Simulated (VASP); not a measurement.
# SiC (Moissanite 3C) (F-43m) in VASP: further runs, part 2 of 2

VASP 6.6.1. Earlier steps stand in the parts before.

### 5 Relaxation of the atoms, LDA (a relaxed cell with its volume scaled by 0.94)

INCAR

```
SYSTEM = SiC
  ALGO = Normal
  EDIFF = 1E-7
  EDIFFG = -0.01
  ENCUT = 600
  IBRION = 2
  ISIF = 2
  ISMEAR = 0
  LASPH = .True.
  LCHARG = .False.
  LREAL = .False.
  LWAVE = .False.
  NELM = 80
  NSW = 40
  PREC = Accurate
  SIGMA = 0.03
```

KPOINTS

```
k-points
0
Gamma
  10 10 10
  0 0 0
```

POSCAR

```
SiC                                     
1.0
    0.0000000000      2.1210736770      2.1210736770
    2.1210736770      0.0000000000      2.1210736770
    2.1210736770      2.1210736770      0.0000000000
  Si              C             
     1     1
Direct
     0.0000000000000000    0.0000000000000000    0.0000000000000000
     0.2500000000000000    0.2500000000000000    0.2500000000000000
```

Started as:

```bash
$ cat potpaw_LDA.64/Si/POTCAR potpaw_LDA.64/C/POTCAR > POTCAR
$ mpirun -np 1 vasp_std > vasp.out
```

Run time: 5.3 s. Hardware: 1 thread of Intel Xeon Platinum 8488C (Sapphire Rapids), shared host; peak memory 0.12 GiB.

It converged, with:

* Free energy: -16.5853 eV
* Pressure after relaxing: 16.0 GPa
* Band gap on the k mesh: 1.23 eV, indirect (least direct gap 4.58 eV)

Final structure:
```
Si C
1.0
     0.00000    2.12107    2.12107
     2.12107    0.00000    2.12107
     2.12107    2.12107    0.00000
Si C
1 1
Direct
  0.00000 0.00000 0.00000
  0.25000 0.25000 0.25000
```

Levels at points of the mesh, in eV from the valence-band top:
```
           k point  band 1  band 2  band 3  band 4  band 5  band 6  band 7  band 8
(0.00, 0.00, 0.00)  -15.96    0.00    0.00    0.00    7.25    7.77    7.77    7.77
(0.50, 0.00, 0.00)  -12.03   -9.01   -1.07   -1.07    6.14    7.46    7.46   10.38
(0.50, 0.50, 0.00)  -10.47   -8.08   -3.35   -3.35    1.23    4.48   14.78   14.78
```

Caveat: the relaxation stopped at its first step, so nothing moved.

### 6 Relaxation of the atoms, LDA (a relaxed cell with its volume scaled by 0.96)

INCAR is that of step 5.

KPOINTS is that of step 5.

POSCAR

```
SiC                                     
1.0
    0.0000000000      2.1360113078      2.1360113078
    2.1360113078      0.0000000000      2.1360113078
    2.1360113078      2.1360113078      0.0000000000
  Si              C             
     1     1
Direct
     0.0000000000000000    0.0000000000000000    0.0000000000000000
     0.2500000000000000    0.2500000000000000    0.2500000000000000
```

Potentials or basis: VASP PAW LDA potentials, release 64 (Si, C).

Started as:

```bash
$ cat potpaw_LDA.64/Si/POTCAR potpaw_LDA.64/C/POTCAR > POTCAR
$ mpirun -np 1 vasp_std > vasp.out
```

OUTCAR:

```text
SYSTEM = SiC
   EDIFF = 1E-7
   EDIFFG = -0.01
   ENCUT = 600
   IBRION = 2
   ISIF = 2
   ISMEAR = 0
   LASPH = .True.
   LREAL = .False.
   NELM = 80
   NSW = 40
   PREC = Accurate

 ion  position               nearest neighbor table
   1  0.000  0.000  0.000-   2 1.85   2 1.85   2 1.85   2 1.85
   2  0.250  0.250  0.250-   1 1.85   1 1.85   1 1.85   1 1.85

  LATTYP: Found a face centered cubic cell.
 ALAT       =     4.2720226156

  Lattice vectors:

 A1 = (   0.0000000000,   2.1360113078,   2.1360113078)
 A2 = (   2.1360113078,   0.0000000000,   2.1360113078)
 A3 = (   2.1360113078,   2.1360113078,   0.0000000000)

Analysis of symmetry for initial positions (statically):
=====================================================================
 Subroutine PRICEL returns:
 Original cell was already a primitive cell.

 Routine SETGRP: Setting up the symmetry group for a
 face centered cubic supercell.

 Subroutine GETGRP returns: Found 24 space group operations
 (whereof 24 operations were pure point group operations)
 out of a pool of 48 trial point group operations.

The static configuration has the point symmetry T_d .

Analysis of symmetry for dynamics (positions and initial velocities):
=====================================================================
 Subroutine PRICEL returns:
 Original cell was already a primitive cell.

 Routine SETGRP: Setting up the symmetry group for a
 face centered cubic supercell.

 Subroutine GETGRP returns: Found 24 space group operations
 (whereof 24 operations were pure point group operations)
 out of a pool of 48 trial point group operations.

The dynamic configuration has the point symmetry T_d .

 Subroutine INISYM returns: Found 24 space group operations
 (whereof 24 operations are pure point group operations),
 and found     1 'primitive' translations

[... 116 lines left out ...]
  Fermi-wavevector in a.u.,A,eV,Ry     =   1.216628  2.299094 20.139135  1.480185
  Thomas-Fermi vector in A             =   2.351976
   LORBIT       =      0    0 simple, 1 ext, 2 COOP (PROOUT), +10 PAW based schemes
   GGA     = CA    functional components
   LHFCALC =     F    Hartree Fock is set to
   AEXX    =    0.0000 exact exchange contribution
   IVDW    =     0    specifies the selected vdW correction
   LEPSILON=     F    determine dielectric tensor
   LRPA    =     F    only Hartree local field effects (RPA)
 conjugate gradient relaxation of ions
 non-spin polarized calculation
 Gauss-broadening in eV      SIGMA  =   0.03
  energy-cutoff  :      600.00
  volume of cell :       19.49
 maximum number of plane-waves:       666
   NGX = 13   NGY = 13   NGZ = 13

 number of electron       7.9999999 magnetization

 Free energy of the ion-electron system (eV)
  ---------------------------------------------------
  ext. energy  EPLUGINS =         0.00000000
  ---------------------------------------------------
  free energy    TOTEN  =       -16.61881688 eV

  energy without entropy =      -16.61881688  energy(sigma->0) =      -16.61881688

 E-fermi :   8.9152     XC(G=0): -11.8128

 val. band max:        8.7548838247   @ k =   0.0000   0.0000   0.0000
 cond. band min:      10.0071282612   @ k =   0.5000   0.5000   0.0000
 fundamental gap:      1.2522444365
 Fermi energy:         8.9152336043

 k-point     1 :       0.0000    0.0000    0.0000
  band No.  band energies     occupation
      1      -7.0350      2.00000
      2       8.7549      2.00000
      3       8.7549      2.00000
      4       8.7549      2.00000
      5      15.7557      0.00000
      6      16.3704      0.00000
      7      16.3704      0.00000
      8      16.3704      0.00000
[... 243 lines left out ...]
 k-point    24 :       0.4000    0.3000    0.0000
  band No.  band energies     occupation
      1      -3.7132      2.00000
      2       3.1529      2.00000
      3       5.4710      2.00000
      4       6.0297      2.00000
      5      11.6044      0.00000
      6      14.5094      0.00000
      7      20.8920      0.00000
      8      21.1049      0.00000

 [... further k-points ...]

------------------------ aborting loop because EDIFF is reached ----------------------------------------

  FORCE on cell =-STRESS in cart. coord.  units (eV):
  Direction    XX          YY          ZZ          XY          YZ          ZX
  --------------------------------------------------------------------------------------
  -------------------------------------------------------------------------------------
  Total        1.2304694      1.2304694      1.2304694      0.0000000      0.0000000     -0.0000000
  in kB      101.1441522    101.1441522    101.1441522      0.0000000      0.0000000     -0.0000000
  external PRESSURE =     101.1441522 kB  Pullay stress =       0.0000000 kB

 VOLUME and BASIS-vectors are now :
 -----------------------------------------------------------------------------
  energy-cutoff  :      600.00
  volume of cell :       19.49
      direct lattice vectors                 reciprocal lattice vectors
     0.000000000  2.136011308  2.136011308    -0.234081158  0.234081158  0.234081158
     2.136011308  0.000000000  2.136011308     0.234081158 -0.234081158  0.234081158
     2.136011308  2.136011308  0.000000000     0.234081158  0.234081158 -0.234081158

 POSITION                                       TOTAL-FORCE (eV/Angst)
 -----------------------------------------------------------------------------------
      0.00000      0.00000      0.00000         0.000000      0.000000      0.000000
      1.06801      1.06801      1.06801        -0.000000     -0.000000     -0.000000
 -----------------------------------------------------------------------------------
    total drift:                                0.000000      0.000000      0.000000

  FREE ENERGIE OF THE ION-ELECTRON SYSTEM (eV)
  ---------------------------------------------------
  free  energy   TOTEN  =       -16.6188168807 eV

  energy  without entropy=      -16.6188168807  energy(sigma->0) =      -16.61881688

 reached required accuracy - stopping structural energy minimisation
```

OSZICAR:

```text
N       E                     dE             d eps       ncg     rms          rms(c)
DAV:   1     0.557374606800E+01    0.55737E+01   -0.47055E+03   792   0.980E+02
DAV:   2    -0.184386207902E+02   -0.24012E+02   -0.22361E+02  1080   0.119E+02
DAV:   3    -0.188405146077E+02   -0.40189E+00   -0.40189E+00   888   0.187E+01
DAV:   4    -0.188415781130E+02   -0.10635E-02   -0.10635E-02  1184   0.103E+00
DAV:   5    -0.188415787080E+02   -0.59507E-06   -0.59507E-06   880   0.172E-02    0.973E+00
DAV:   6    -0.167331444797E+02    0.21084E+01   -0.86421E+00   840   0.169E+01    0.430E+00
DAV:   7    -0.166394619041E+02    0.93683E-01   -0.41508E-01  1112   0.457E+00    0.189E+00
DAV:   8    -0.166189936515E+02    0.20468E-01   -0.25965E-02   848   0.131E+00    0.178E-01
DAV:   9    -0.166188121723E+02    0.18148E-03   -0.88145E-04  1208   0.248E-01    0.887E-02
DAV:  10    -0.166188167918E+02   -0.46195E-05   -0.74485E-05   872   0.636E-02    0.260E-02
DAV:  11    -0.166188170264E+02   -0.23463E-06   -0.20720E-06  1160   0.111E-02    0.142E-02
DAV:  12    -0.166188168804E+02    0.14596E-06   -0.84450E-07   872   0.574E-03    0.534E-04
DAV:  13    -0.166188168807E+02   -0.25807E-09   -0.10269E-08   512   0.103E-03
   1 F= -.16618817E+02 E0= -.16618817E+02  d E =-.166188E+02
```

Wall time 4 s (1 thread of Intel Xeon Platinum 8488C (Sapphire Rapids), shared host); peak memory 0.12 GiB.

Results:

```
Free energy             : -16.6188 eV
Pressure after relaxing : 10.1 GPa
Band gap on the k mesh  : 1.25 eV, indirect (least direct gap 4.56 eV)
```

Final structure:
```
Si C
1.0
     0.00000    2.13601    2.13601
     2.13601    0.00000    2.13601
     2.13601    2.13601    0.00000
Si C
1 1
Direct
  0.00000 0.00000 0.00000
  0.25000 0.25000 0.25000
```

Caveat: the relaxation stopped at its first step, so nothing moved.

### 7 Overview

```csv
task,cell,k mesh,cutoff (eV),gap on the mesh (eV),pressure (GPa)
single point,"F-43m, 10.35 Å³/atom",8 × 8 × 8,520,1.30,-4.0
relaxation of cell and atoms,relaxed,10 × 10 × 10,600,1.29,0.0
relaxation of the atoms,atoms relaxed from: a relaxed cell with its volume scaled by 0.94,10 × 10 × 10,600,1.23,16.0
relaxation of the atoms,atoms relaxed from: a relaxed cell with its volume scaled by 0.96,10 × 10 × 10,600,1.25,10.1
```

Alike in all rows: level LDA; potentials or basis VASP PAW LDA potentials, release 64 (Si, C); no spin polarisation; smearing gaussian 0.03 eV.

Caveats: the relaxation stopped at its first step, so nothing moved (some runs).

Absolute energies hang on the potentials; compare differences alone.

### 8 How close it comes

Step 2. Against the measured gap of SiC, 2.4 eV (indirect; quoted in “Insight into the structural, elastic and electronic properties of a new orthorhombic 6O-SiC polytype”, 2020, pmc:7200658), the calculated 1.30 eV is off by -1.10 eV. The value is that of LDA on a finite k mesh, which can miss the band edges, without temperature or zero-point motion. Semilocal functionals fall short of measured gaps as a rule.
